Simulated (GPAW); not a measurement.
Crystal: CdS (Greenockite).

```
Cd S
1.0
     4.15000    0.00000    0.00000
    -2.07500    3.59401    0.00000
     0.00000    0.00000    6.73700
Cd S
2 2
Direct
  0.66667 0.33333 0.50000
  0.33333 0.66667 0.00000
  0.66667 0.33333 0.87500
  0.33333 0.66667 0.37500
```

| Property | Result |
| --- | --- |
| Program | GPAW 26.7.0 |
| Task | relaxation of cell and atoms |
| Functional | BP86 |
| Potentials or basis | PAW data sets generated in the run's folder for this functional |
| Cutoff | 600 eV |
| Basis | pw |
| k mesh | 5 × 5 × 3 |
| Occupations | fermi-dirac, width 0.05 eV |
| Spin | no spin polarisation |

At the start: pressure 2.0 GPa; volume 25.12 Å³/atom.

Task: Where does the relaxation end?

Result: Over 6 steps the energy falls by 5.9 meV/atom and the volume is 26.02 Å³/atom (+3.6 %); space group P6_3mc (No. 186, to 0.05 Å).

The path:
| step | energy change (eV) | largest force (eV/Å) | pressure (GPa) | volume (Å³) |
| --- | --- | --- | --- | --- |
| 1 | 0.0000 | 0.0626 | 2.02 | 100.48 |
| 2 | -0.0044 | 0.0503 | 1.81 | 100.82 |
| 3 | -0.0231 | 0.0285 | 0.17 | 103.71 |
| 4 | -0.0233 | 0.0281 | 0.06 | 103.92 |
| 5 | -0.0234 | 0.0223 | 0.00 | 104.03 |
| 6 | -0.0235 | 0.0094 | -0.04 | 104.09 |

Final structure:
```cif
data_structure
_symmetry_space_group_name_H-M 'P 1'
_symmetry_Int_Tables_number 1
_cell_length_a 4.1954
_cell_length_b 4.1954
_cell_length_c 6.8289
_cell_angle_alpha 90.000
_cell_angle_beta 90.000
_cell_angle_gamma 120.000
_cell_volume 104.09
loop_
_atom_site_label
_atom_site_type_symbol
_atom_site_fract_x
_atom_site_fract_y
_atom_site_fract_z
_atom_site_occupancy
Cd1 Cd 0.66667 0.33333 0.49916 1
Cd2 Cd 0.33333 0.66667 0.99916 1
S1 S 0.66667 0.33333 0.87584 1
S2 S 0.33333 0.66667 0.37584 1
```

Caveat: later steps reuse the first step's grids.
